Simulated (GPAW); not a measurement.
# BN (F-43m) in GPAW: notebook, part 2 of 2

GPAW 26.7.0.

## (4) Dielectric tensor, AM05

Input file run.py:

```python
import numpy as np
from ase import Atoms
from ase.dft.bandgap import bandgap
from ase.io import write
from gpaw import GPAW, PW, setup_paths
from gpaw.response.df import DielectricFunction

setup_paths.insert(0, '.')

atoms = Atoms(['N', 'B'],
              cell=[[0.0, 1.813001, 1.813001],
                    [1.813001, 0.0, 1.813001],
                    [1.813001, 1.813001, 0.0]],
              scaled_positions=[[0.25, 0.25, 0.25],
                                [0.0, 0.0, 0.0]],
              pbc=True)

calc = GPAW(mode=PW(600),
            xc='AM05',
            kpts={'size': (10, 10, 10), 'gamma': True},
            occupations={'name': 'fermi-dirac', 'width': 0.001},
            nbands=11,
            convergence={'density': 1e-06},
            maxiter=150,
            txt='gpaw.txt')
atoms.calc = calc
energy = atoms.get_potential_energy()
calc.write('gs.gpw')
write('result.traj', atoms)
print(f'Energy: {energy:.6f} eV')
print('Fermi level:', round(calc.get_fermi_level(), 4), 'eV')
print(f'Gap: {bandgap(calc)[0]:.4f} eV, direct: {bandgap(calc, direct=True)[0]:.4f} eV')

for size in [(32, 32, 32)]:
    name = 'x'.join(str(n) for n in size)
    dense = calc.fixed_density(kpts={'size': size, 'gamma': True},
                               nbands=30, convergence={'bands': 24, 'eigenstates': 1e-7},
                               update_fermi_level=True, txt=f'dense-{name}.txt')
    dense.write(f'{name}.gpw', mode='all')
    df = DielectricFunction(f'{name}.gpw', frequencies=np.array([0.0]), hilbert=False, eta=0.001,
                            ecut=80, nbands=24, intraband=False, txt=f'df-{name}.txt')
    for xc in ['RPA']:
        for direction in ['x', 'y', 'z', [0, 1, 1], [1, 0, 1], [1, 1, 0]]:
            e0, e = df.get_macroscopic_dielectric_constant(xc=xc, direction=direction)
            print(f'{name} {xc} {direction}: {e0:.4f} without, {e:.4f} with local fields')
```

Potentials or basis: PAW data sets generated in the run's folder for this functional, pw.

Launch:

```sh
$ gpaw-setup -f AM05 B N
$ OMP_NUM_THREADS=1 python run.py
```

gpaw.txt:

```text
__  _  _
 | _ |_)|_||  |
 |__||  | ||/\| - 26.7.0

Input parameters:
  mode=PW(ecut=600.0),
  convergence={'density': 1e-06},
  kpts=MonkhorstPack(size=(10, 10, 10), gamma=True),
  maxiter=150,
  nbands=11,
  occupations=Occupations(name='fermi-dirac', width=0.001),
  xc=XC(name='AM05')

Diagonalizing LCAO Hamiltonian
Converting LCAO to pw mode

          N
       B

Atoms  # Å, Bohr magnetons
|   | symbol |        x |        y |        z |    initial magnetic moments |
|---|--------|----------|----------|----------|-----------------------------|
| 0 |      N | 0.906501 | 0.906501 | 0.906501 | ( 0.0000,  0.0000,  0.0000) |
| 1 |      B | 0.000000 | 0.000000 | 0.000000 | ( 0.0000,  0.0000,  0.0000) |

Unit cell  # Å
| periodic |        x |        y |        z |  lengths |    angles |
|----------|----------|----------|----------|----------|-----------|
|      yes | 0.000000 | 1.813001 | 1.813001 | 2.563971 | 60.000000 |
|      yes | 1.813001 | 0.000000 | 1.813001 | 2.563971 | 60.000000 |
|      yes | 1.813001 | 1.813001 | 0.000000 | 2.563971 | 60.000000 |

Number of symmetries: 24
Symmetry operations  # r_c * U_cc + t_c -> r_c
|    | kind |            matrix            |
|----|------|------------------------------|
|  0 |  E   |  1, 0, 0,  0, 1, 0,  0, 0, 1 |
|  1 |  σ   |  1, 0, 0,  0, 0, 1,  0, 1, 0 |
|  2 |  σ   |  1, 0,-1,  0, 1,-1,  0, 0,-1 |
|  3 |  C3  |  1, 0,-1,  0, 0,-1,  0, 1,-1 |
|  4 |  C3  |  1,-1, 0,  0,-1, 1,  0,-1, 0 |
|  5 |  σ   |  1,-1, 0,  0,-1, 0,  0,-1, 1 |
|  6 |  σ   |  0, 1, 0,  1, 0, 0,  0, 0, 1 |
|  7 |  C3  |  0, 1, 0,  0, 0, 1,  1, 0, 0 |
|  8 |  C2  |  0, 1,-1,  1, 0,-1,  0, 0,-1 |
[... 131 lines left out ...]
  Fermi-Dirac:
    width: 0.0010  # eV

poisson solver:
  ecut: 4800.0  # eV

xc functional:
  name: AM05 with 2 nearest neighbor stencil

convergence criteria:
- Maximum integral of absolute [dens]ity change: 1e-06 electrons / valence electron
- Maximum [total energy] change in last 3 cyles: 0.0005 eV / valence electron
- Maximum integral of absolute [eigenst]ate change: 4e-08 eV^2 / valence electron
maximum number of iterations: 150

SCF iterations
|iter     | |      energy | eigst |  dens |
|---------|-|-------------|-------|-------|
|iter:   1| |  -18.691692 | +0.05 |       |
|iter:   2| |  -18.532721 | -2.17 | -0.76 |
|iter:   3| |  -17.921391 | -1.44 | -0.80 |
|iter:   4| |  -17.911418 | -3.09 | -1.40 |
|iter:   5| |  -17.910600 | -3.61 | -1.86 |
|iter:   6| |  -17.910644c| -5.50 | -2.63 |
|iter:   7| |  -17.910644c| -7.17 | -3.58 |
|iter:   8| |  -17.910644c| -8.92c| -4.30 |
|iter:   9| |  -17.910644c| -8.83c| -5.43 |
|iter:  10| |  -17.910644c| -9.75c| -6.05c|

Converged in 10 steps
Energy contributions relative to reference atoms: (reference = -2136.989157)

Energy contributions:
  Kinetic:          15.040071
  Coulomb:         -14.254238
  Zero:              0.001933
  External:          0.000000
  Xc:              -18.698410
  Entropy:          -0.000000
  Spinorbit:         0.000000
  ----------------------------
  Free energy:     -17.910644
  Extrapolated:    -17.910644

dipole moment: (-7.350550, -7.350550, -7.350550)  # |e|*Ang

Fermi level: 12.153
Eigenvalues  # (at kpt = [0.000, 0.000, 0.000])
| band index |      eig [eV] | occ [0-2] |
|------------|---------------|-----------|
|          0 |       -10.193 |     2.000 |
|          1 |         9.942 |     2.000 |
|          2 |         9.942 |     2.000 |
|          3 |         9.942 |     2.000 |
|          4 |        18.648 |     0.000 |
|          5 |        18.648 |     0.000 |
|          6 |        18.648 |     0.000 |
|          7 |        20.116 |     0.000 |
|          8 |        34.380 |     0.000 |
|          9 |        37.595 |     0.000 |
|         10 |        37.868 |     0.000 |

Gap: 4.282 eV
Transition (v -> c):
  (s=0, k=0, n=3, [0.00, 0.00, 0.00]) -> (s=0, k=41, n=4, [0.50, 0.50, 0.00])
Direct/indirect transitions are different
Direct gap: 8.706 eV
Transition at: (s=0, k=0, n=3, [0.00, 0.00, 0.00])
# Writing to gs.gpw (mode='')
```

df-32x32x32.txt:

```text
FrequencyGridDescriptor(from 0.000 to 0.000 eV, 1 points)
FrequencyGridDescriptor(from 0.000 to 0.000 eV, 1 points)

Calculating chi0 body with:
    Ground state adapter containing:
    Number of spins: 1
    Number of kpoints: 32768
    Number of irreducible kpoints: 897
    Number of completely occupied states: 4
    Number of partially occupied states: 4

    Linear response parametrization:
    q_c: [0.0, 0.0, 0.0]
    Number of frequency points: 1
    Planewave cutoff: 80.0
    Number of bands: 24
    Number of planewaves: 15
    Broadening (eta): 0.001

Integrating chi0 body.

Symmetries of q_c:
    Direct symmetries (Uq -> q): 24
    Indirect symmetries (TUq -> q): 24
In total 48 allowed symmetries.

Integral kind: response function

Calculating chi0 optical extensions with:
    Ground state adapter containing:
    Number of spins: 1
    Number of kpoints: 32768
    Number of irreducible kpoints: 897
    Number of completely occupied states: 4
    Number of partially occupied states: 4

    Linear response parametrization:
    Number of frequency points: 1
    Planewave cutoff: 80.0
    Number of bands: 24
    Number of planewaves: 15
    Broadening (eta): 0.001
Integrating chi0 head and wings.

Symmetries of q_c:
    Direct symmetries (Uq -> q): 24
    Indirect symmetries (TUq -> q): 24
In total 48 allowed symmetries.

Integral kind: response function wings

Finished calculating chi0
```

Wall time 6.4 min (1 thread of Intel Xeon at 2.50GHz (Skylake/Cascade Lake), shared host); peak memory 0.56 GiB.

What came out:

- Free energy: -17.9106 eV
- Band gap on the k mesh: 4.28 eV, indirect (least direct gap 8.71 eV)
- Electronic dielectric tensor (diagonal): 4.58

Electronic dielectric tensor:
```
4.58 0.00 0.00
0.00 4.58 0.00
0.00 0.00 4.58
```

Caveat: the long-wavelength limit can be off by a per cent or two.

## (5) Dielectric tensor, PBEsol

Changes to run.py since step 4:

```diff
@@ -18,3 +18,3 @@
 calc = GPAW(mode=PW(600),
-            xc='AM05',
+            xc='PBEsol',
             kpts={'size': (10, 10, 10), 'gamma': True},
```

Potentials or basis: PAW data sets generated in the run's folder for this functional, pw.

Launch:

```sh
$ gpaw-setup -f PBEsol B N
$ OMP_NUM_THREADS=1 python run.py
```

gpaw.txt:

```text
__  _  _
 | _ |_)|_||  |
 |__||  | ||/\| - 26.7.0

Input parameters:
  mode=PW(ecut=600.0),
  convergence={'density': 1e-06},
  kpts=MonkhorstPack(size=(10, 10, 10), gamma=True),
  maxiter=150,
  nbands=11,
  occupations=Occupations(name='fermi-dirac', width=0.001),
  xc=XC(name='PBEsol')

Diagonalizing LCAO Hamiltonian
Converting LCAO to pw mode

          N
       B

Atoms  # Å, Bohr magnetons
|   | symbol |        x |        y |        z |    initial magnetic moments |
|---|--------|----------|----------|----------|-----------------------------|
| 0 |      N | 0.906501 | 0.906501 | 0.906501 | ( 0.0000,  0.0000,  0.0000) |
| 1 |      B | 0.000000 | 0.000000 | 0.000000 | ( 0.0000,  0.0000,  0.0000) |

Unit cell  # Å
| periodic |        x |        y |        z |  lengths |    angles |
|----------|----------|----------|----------|----------|-----------|
[... 168 lines left out ...]
|iter:   3| |  -18.283079 | -1.44 | -0.79 |
|iter:   4| |  -18.269791 | -3.10 | -1.40 |
|iter:   5| |  -18.268536 | -3.65 | -1.86 |
|iter:   6| |  -18.268560c| -5.57 | -2.63 |
|iter:   7| |  -18.268560c| -7.31 | -3.65 |
|iter:   8| |  -18.268560c| -7.52c| -4.38 |
|iter:   9| |  -18.268560c| -8.94c| -5.69 |
|iter:  10| |  -18.268560c|-10.07c| -6.56c|

Converged in 10 steps
Energy contributions relative to reference atoms: (reference = -2141.827435)

Energy contributions:
  Kinetic:          14.772395
  Coulomb:         -14.018267
  Zero:              0.000945
  External:          0.000000
  Xc:              -19.023633
  Entropy:          -0.000000
  Spinorbit:         0.000000
  ----------------------------
  Free energy:     -18.268560
  Extrapolated:    -18.268560

dipole moment: (-7.346596, -7.346596, -7.346596)  # |e|*Ang

Fermi level: 12.125
Eigenvalues  # (at kpt = [0.000, 0.000, 0.000])
| band index |      eig [eV] | occ [0-2] |
|------------|---------------|-----------|
|          0 |       -10.250 |     2.000 |
|          1 |         9.916 |     2.000 |
|          2 |         9.916 |     2.000 |
|          3 |         9.916 |     2.000 |
|          4 |        18.637 |     0.000 |
|          5 |        18.637 |     0.000 |
|          6 |        18.637 |     0.000 |
|          7 |        20.018 |     0.000 |
|          8 |        34.260 |     0.000 |
|          9 |        37.609 |     0.000 |
|         10 |        37.863 |     0.000 |

Gap: 4.263 eV
Transition (v -> c):
  (s=0, k=0, n=3, [0.00, 0.00, 0.00]) -> (s=0, k=41, n=4, [0.50, 0.50, 0.00])
Direct/indirect transitions are different
Direct gap: 8.721 eV
Transition at: (s=0, k=0, n=3, [0.00, 0.00, 0.00])
# Writing to gs.gpw (mode='')
```

It took 6 min on 1 thread of Intel Xeon at 2.50GHz (Skylake/Cascade Lake), shared host; peak memory 0.56 GiB.

Results:

```
Free energy                             : -18.2686 eV
Band gap on the k mesh                  : 4.26 eV, indirect (least direct gap 8.72 eV)
Electronic dielectric tensor (diagonal) : 4.59
```

Electronic dielectric tensor:
```
4.59 0.00 0.00
0.00 4.59 0.00
0.00 0.00 4.59
```

Caveat: the long-wavelength limit can be off by a per cent or two.

## (6) G0W0 quasiparticle levels, LDA

Input file run.py:

```python
import json
import numpy as np
from ase.dft.bandgap import bandgap
from ase.io import read, write
from gpaw import GPAW, PW
from gpaw.response.g0w0 import G0W0

atoms = read('BN.cif')

calc = GPAW(mode=PW(600),
            xc='LDA',
            kpts={'size': (7, 7, 7), 'gamma': True},
            occupations={'name': 'fermi-dirac', 'width': 0.001},
            nbands=11,
            convergence={'density': 1e-06},
            maxiter=150,
            txt='gpaw.txt')
atoms.calc = calc
energy = atoms.get_potential_energy()
calc.write('gs.gpw')
write('result.traj', atoms)
print(f'Energy: {energy:.6f} eV')
print('Fermi level:', round(calc.get_fermi_level(), 4), 'eV')
print(f'Gap: {bandgap(calc)[0]:.4f} eV, direct: {bandgap(calc, direct=True)[0]:.4f} eV')

calc.diagonalize_full_hamiltonian(nbands=80)
calc.write('full.gpw', mode='all')

ibz = calc.get_ibz_k_points()
gap, vbm, cbm = bandgap(calc, output=None)
gap, direct, _ = bandgap(calc, direct=True, output=None)
gamma = int(np.abs(ibz).sum(1).argmin())
kpts = sorted({gamma, vbm[1], cbm[1], direct[1]})
gw = G0W0(calc='full.gpw',
          filename='gw',
          ecut=200,
          ecut_extrapolation=False,
          relbands=(-2, 2),
          kpts=kpts,
          integrate_gamma='WS',
          nbands=76,
          ppa=True)
gw.calculate()
results = {mode: {key: np.asarray(r[key]).tolist() for key in ['f', 'eps', 'vxc', 'exx', 'sigma', 'Z', 'qp', 'sigma_eskn']}
           for mode, r in gw.all_results.items()}
json.dump({'kpts': ibz[kpts].tolist(), 'results': results}, open('gw.json', 'w'))
for mode, r in results.items():
    f, qp = np.array(r['f']), np.array(r['qp'])
    print(mode, 'quasiparticle energies (eV):')
    print(qp.round(3))
    print(mode, 'gap:', round(qp[f < 0.5].min() - qp[f > 0.5].max(), 4), 'eV')
```

Input file BN.cif:

```cif
data_BN
_cell_length_a 2.56397060
_cell_length_b 2.56397060
_cell_length_c 2.56397060
_cell_angle_alpha 60.00000000
_cell_angle_beta 60.00000000
_cell_angle_gamma 60.00000000
_space_group_name_H-M_alt 'P1'
_space_group_name_Hall 'P 1'
_space_group_IT_number 1
loop_
_space_group_symop_operation_xyz
'x,y,z'
loop_
_atom_site_label
_atom_site_type_symbol
_atom_site_symmetry_multiplicity
_atom_site_Wyckoff_symbol
_atom_site_fract_x
_atom_site_fract_y
_atom_site_fract_z
_atom_site_occupancy
N1 N 1 a 0.2500000000 0.2500000000 0.2500000000 1
B1 B 1 a 0.0000000000 0.0000000000 0.0000000000 1
```

Potentials or basis: the program's PAW data sets (release 1.2.1) made for this functional, pw.

Launch:

```sh
$ OMP_NUM_THREADS=1 python run.py
```

gpaw.txt:

```text
__  _  _
 | _ |_)|_||  |
 |__||  | ||/\| - 26.7.0

Input parameters:
  mode=PW(ecut=600.0),
  convergence={'density': 1e-06},
  kpts=MonkhorstPack(size=(7, 7, 7), gamma=True),
  maxiter=150,
  nbands=11,
  occupations=Occupations(name='fermi-dirac', width=0.001),
  xc=XC(name='LDA')

Diagonalizing LCAO Hamiltonian
Converting LCAO to pw mode

           N
       B

Atoms  # Å, Bohr magnetons
|   | symbol |        x |        y |        z |    initial magnetic moments |
|---|--------|----------|----------|----------|-----------------------------|
| 0 |      N | 1.281985 | 0.740155 | 0.523368 | ( 0.0000,  0.0000,  0.0000) |
| 1 |      B | 0.000000 | 0.000000 | 0.000000 | ( 0.0000,  0.0000,  0.0000) |

Unit cell  # Å
| periodic |        x |        y |        z |  lengths |    angles |
[... 169 lines left out ...]
|iter:   3| |  -19.299670 | -1.41 | -0.78 |
|iter:   4| |  -19.279452 | -3.06 | -1.39 |
|iter:   5| |  -19.277299 | -3.65 | -1.86 |
|iter:   6| |  -19.277298c| -5.43 | -2.61 |
|iter:   7| |  -19.277299c| -7.34 | -3.68 |
|iter:   8| |  -19.277299c| -7.61c| -4.36 |
|iter:   9| |  -19.277299c| -8.78c| -5.97 |
|iter:  10| |  -19.277299c| -9.83c| -6.63c|

Converged in 10 steps
Energy contributions relative to reference atoms: (reference = -2133.488728)

Energy contributions:
  Kinetic:          14.710894
  Coulomb:         -13.872738
  Zero:             -0.002100
  External:          0.000000
  Xc:              -20.113355
  Entropy:          -0.000000
  Spinorbit:         0.000000
  ----------------------------
  Free energy:     -19.277299
  Extrapolated:    -19.277299

dipole moment: (-10.390941, -5.999212, -4.242084)  # |e|*Ang

Fermi level: 11.973
Eigenvalues  # (at kpt = [0.000, 0.000, 0.000])
| band index |      eig [eV] | occ [0-2] |
|------------|---------------|-----------|
|          0 |       -10.285 |     2.000 |
|          1 |         9.704 |     2.000 |
|          2 |         9.704 |     2.000 |
|          3 |         9.704 |     2.000 |
|          4 |        18.351 |     0.000 |
|          5 |        18.351 |     0.000 |
|          6 |        18.351 |     0.000 |
|          7 |        19.969 |     0.000 |
|          8 |        34.036 |     0.000 |
|          9 |        37.512 |     0.000 |
|         10 |        37.702 |     0.000 |

Gap: 4.583 eV
Transition (v -> c):
  (s=0, k=0, n=3, [0.00, 0.00, 0.00]) -> (s=0, k=16, n=4, [0.43, 0.43, 0.00])
Direct/indirect transitions are different
Direct gap: 8.647 eV
Transition at: (s=0, k=0, n=3, [0.00, 0.00, 0.00])
# Writing to gs.gpw (mode='')

Matrix size: 411x411
# Writing to full.gpw (mode='all')
```

stdout:

```text
Energy: -19.277299 eV
Fermi level: 11.9733 eV
Gap: 4.5825 eV, direct: 8.6469 eV
IBZ(<points: 20, symmetries: 24>)
Occupied bands: 4
Calculating eigenvalues:
  k-points: 2
  Bands: 2-5 (inclusive)
HSE06-eigenvalue shifts:
  min: -4.804 eV
  ave: 1.230 eV
  max: 7.056 eV
GW quasiparticle energies (eV):
[[[ 9.005  9.005 19.926 19.926]
  [ 3.887  3.887 15.261 20.075]]]
GW gap: 6.2564 eV
```

gw.w.txt:

```text
FrequencyGridDescriptor(from 0.000+0.000j to 0.000+27.211j eV, 2 points)
FrequencyGridDescriptor(from 0.000+0.000j to 0.000+27.211j eV, 2 points)

BZ k-points: Symmetries present (total): 24

343 k-points: 7 x 7 x 7 Monkhorst-Pack grid
20 k-points in the irreducible part of the Brillouin zone
       k-points in crystal coordinates                weights
   0:     0.00000000    0.00000000    0.00000000          1/343
[... 134 lines left out ...]
   5   0.000  18.351 -15.039  -7.983  -5.184  -0.188   0.841  19.926

k-point 1 (16): (0.429, 0.429, 0.000)                GW
band       f     eps     vxc     exx   sigma  dsigma       Z      qp
                                                                   GW
   2   1.000   4.990 -17.314 -22.118   3.451  -0.227   0.815   3.887
   3   1.000   4.990 -17.314 -22.118   3.451  -0.227   0.815   3.887
   4   0.000  14.286 -13.703  -8.087  -4.473  -0.173   0.852  15.261
   5   0.000  18.989 -14.170  -7.862  -5.029  -0.178   0.849  20.075
```

Run time: 5.5 min. Hardware: 1 thread of Intel Xeon at 2.50GHz (Skylake/Cascade Lake), shared host; peak memory 0.32 GiB.

Results:

| Item | Value |
| --- | --- |
| Free energy | -19.2773 eV |
| Band gap on the k mesh, mean-field level | 4.58 eV, indirect (least direct gap 8.65 eV) |
| Quasiparticle gap | 6.26 eV |
| Least direct quasiparticle gap | 10.92 eV |

Levels at points of the mesh, in eV from the valence-band top:
| k point | band 2 | band 3 | band 4 | band 5 | band 6 | band 7 |
| --- | --- | --- | --- | --- | --- | --- |
| (0.00, 0.00, 0.00) | 0.00 | 0.00 | 0.00 | 8.65 | 8.65 | 8.65 |

Caveat: the k mesh is coarse (spacing up to 0.43 Å⁻¹), so the values aren't converged; the quasiparticle gap is taken among the few k points that were corrected; the long-wavelength limit can be off by a per cent or two; an odd mesh through Γ misses points on the zone boundary, where band edges often lie.

## (7) The runs side by side

```csv
task,level,potentials or basis,k mesh,response ecut,response k mesh,response bands,kernels,coarser k mesh,mesh quality,gap on the mesh (eV)
dielectric tensor,GLLB-SC,"the program's PAW data sets (release 1.2.1) made for this functional, pw",10 × 10 × 10,80 eV,32 × 32 × 32,24,["RPA"],32 × 32 × 32,not flagged,-
dielectric tensor,LDA,"the program's PAW data sets (release 1.2.1) made for this functional, pw",10 × 10 × 10,80 eV,32 × 32 × 32,24,["RPA"],32 × 32 × 32,not flagged,4.33
dielectric tensor,AM05,"PAW data sets generated in the run's folder for this functional, pw",10 × 10 × 10,80 eV,32 × 32 × 32,24,["RPA"],32 × 32 × 32,not flagged,4.28
dielectric tensor,PBEsol,"PAW data sets generated in the run's folder for this functional, pw",10 × 10 × 10,80 eV,32 × 32 × 32,24,["RPA"],32 × 32 × 32,not flagged,4.26
G0W0 quasiparticle levels,LDA,"the program's PAW data sets (release 1.2.1) made for this functional, pw",7 × 7 × 7,200 eV,-,76,-,-,coarse,-
```

Alike in all rows: no spin polarisation; cell as given; cutoff (eV) 600; smearing fermi-dirac 0.001 eV.

Caveats: some runs use coarse meshes; the long-wavelength limit can be off by a per cent or two; a model potential gives levels but no total energy (some runs); response on these states lacks terms of the Hamiltonian (some runs); the quasiparticle gap is taken among the few k points that were corrected (some runs); an odd mesh through Γ misses points on the zone boundary, where band edges often lie (some runs).

Total energies depend on the potentials used, so only differences within one code and one set of settings carry meaning.

## (8) Against experiment

Step 2. The gap isn't set beside the measured one, since the derivative discontinuity is missing.

Step 3. A measured gap of BN is 6.4 eV (indirect; 300 K; a printed reference work, monograph); the calculated 4.33 eV misses it by -2.07 eV. The value is that of LDA on a finite k mesh, which can miss the band edges, without temperature or zero-point motion. Semilocal functionals fall short of measured gaps as a rule. The cell is a database's relaxed one, not the measured one, which moves gaps too.

Step 4. Measured gap of BN: 6.4 eV (indirect; 300 K; a printed reference work, monograph). This calculation gives 4.28 eV (-2.12 eV). The value is that of AM05 on a finite k mesh, which can miss the band edges, without temperature or zero-point motion. Semilocal functionals fall short of measured gaps as a rule. The cell is a database's relaxed one, not the measured one, which moves gaps too.

Step 5. Against the measured gap of BN, 6.4 eV (indirect; 300 K; a printed reference work, monograph), the calculated 4.26 eV is off by -2.14 eV. The value is that of PBEsol on a finite k mesh, which can miss the band edges, without temperature or zero-point motion. Semilocal functionals fall short of measured gaps as a rule. The cell is a database's relaxed one, not the measured one, which moves gaps too.
